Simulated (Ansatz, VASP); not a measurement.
# I in VASP and in Ansatz

```
I
1.0
     0.00000    1.97772    1.97772
     1.97772    0.00000    1.97772
     1.97772    1.97772    0.00000
I
1
Direct
  0.00000 0.00000 0.00000
```

Change from the starting cell: volume scaled by 0.5, LAPW.

Alike in both runs: task single point; functional LDA; k mesh 14 × 14 × 14; occupations fermi-dirac, width 0.05 eV; no spin polarisation.

|  | VASP | Ansatz |
| --- | --- | --- |
| version | VASP 6.6.1 | Ansatz 0.2.0 |
| potentials or method | VASP PAW LDA potentials, release 64 (I), cutoff 520 eV | all-electron LAPW, scalar-relativistic |

VASP gave:

| Item | Value |
| --- | --- |
| pressure (GPa) | 143.3 |

Task: Which values does Ansatz return?

Result: Pressure (GPa): 143.4.

Ansatz ran all-electron here, so the differences hold the error of VASP's frozen core and of both bases.

Caveats: the cell as given lies far from equilibrium; so large a pressure means that the cell lies far from this level's equilibrium, or that cutoff or potentials fall short (VASP); an odd number of electrons without spin polarisation forces a metal; a magnetic or distorted state may lie lower. The runs have no spin-orbit coupling, so splittings on I are missing.
